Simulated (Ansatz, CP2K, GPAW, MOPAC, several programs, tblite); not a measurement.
# What cheap methods get right for LiNbO3

Aim: run LiNbO3 through methods of unlike cost and see what each gets, and at what price.

Program: MOPAC, tblite, CP2K, Ansatz, GPAW (versions at each run). Level of theory: no spin polarisation, static lattice; gaps from single points on the cell relaxed beforehand with r²SCAN. These are calculated values, not measurements.

### Step 1. The structure to begin with

Symmetry: R3c, No. 161, trigonal system. The conventional cell has a = 5.137 Å, b = 5.137 Å, c = 13.885 Å, α = 90.00°, β = 90.00°, γ = 120.00°. Li (site symmetry 3) is surrounded by 6 O at 2.05 to 2.24 Å. Nb (site symmetry 3) has 6 O at 1.88 to 2.14 Å as nearest neighbours. O (site symmetry 1) is surrounded by 2 Nb at 1.88 to 2.14 Å and 2 Li at 2.05 to 2.24 Å.

As a file:

```cif
data_structure
_symmetry_space_group_name_H-M 'P 1'
_symmetry_Int_Tables_number 1
_cell_length_a 5.4971
_cell_length_b 5.4971
_cell_length_c 5.4971
_cell_angle_alpha 55.716
_cell_angle_beta 55.716
_cell_angle_gamma 55.716
_cell_volume 105.79
loop_
_atom_site_label
_atom_site_type_symbol
_atom_site_fract_x
_atom_site_fract_y
_atom_site_fract_z
_atom_site_occupancy
Li1 Li 0.78217 0.78217 0.78217 1
Li2 Li 0.28217 0.28217 0.28217 1
Nb1 Nb 0.50018 0.50018 0.50018 1
Nb2 Nb 0.00018 0.00018 0.00018 1
O1 O 0.60799 0.21964 0.86202 1
O2 O 0.86202 0.60799 0.21964 1
O3 O 0.10799 0.36202 0.71964 1
O4 O 0.21964 0.86202 0.60799 1
O5 O 0.71964 0.10799 0.36202 1
O6 O 0.36202 0.71964 0.10799 1
```

The structure type (LiNbO3 type) is imposed and need not be the compound's stable one.

**Question.** The methods are PM6, PM7, GFN1-xTB (tblite), PBE/DZVP, PBE/SZV, coarse PBE, GLLB-SC, PBE, r2SCAN. What gap does r2SCAN give on this cell, and which other methods (full PBE left aside) come nearest to r2SCAN and farthest in gap, volume and bulk modulus?

```
                                               quantity                                   value
                                                 r2SCAN  gap 4.00 eV, 10.58 Å³/atom, B₀ 220 GPa
         gap: nearest and farthest of the other methods   coarse PBE (-0.42 eV), PM6 (+5.27 eV)
      volume: nearest and farthest of the other methods     PBE/DZVP (+2.4 %), PBE/SZV (+6.4 %)
bulk modulus: nearest and farthest of the other methods            PBE/DZVP (-8 %), PM7 (+56 %)
```

What this shows: Among the 7 methods compared for the gap (full PBE left aside), coarse PBE is nearest to r2SCAN and PM6 farthest. Among the 3 methods compared for the volume (full PBE left aside), PBE/DZVP is nearest to r2SCAN and PBE/SZV farthest. For the bulk modulus, of the 3 methods compared (full PBE left aside), PBE/DZVP comes nearest to r2SCAN and PM7 is farthest. A minimal basis or a coarse cutoff and mesh shifts results by its own error, so closeness to r2SCAN can be chance. Cluster runs see only the k-points that fold onto the zone centre, so their gaps can miss the band edges. GLLB-SC is compared with its derivative discontinuity added. No volume is given for PM6, GFN1-xTB (tblite), coarse PBE, which can hide a larger miss. CPU times run from 1.8 s (coarse PBE) to 2.1 min (PBE/DZVP). On this cell PBE/DZVP, PBE/SZV, GLLB-SC cost more than r2SCAN itself (27 s), so they are no saving here. r2SCAN is a yardstick, not the truth: it usually gives gaps below the measured ones.
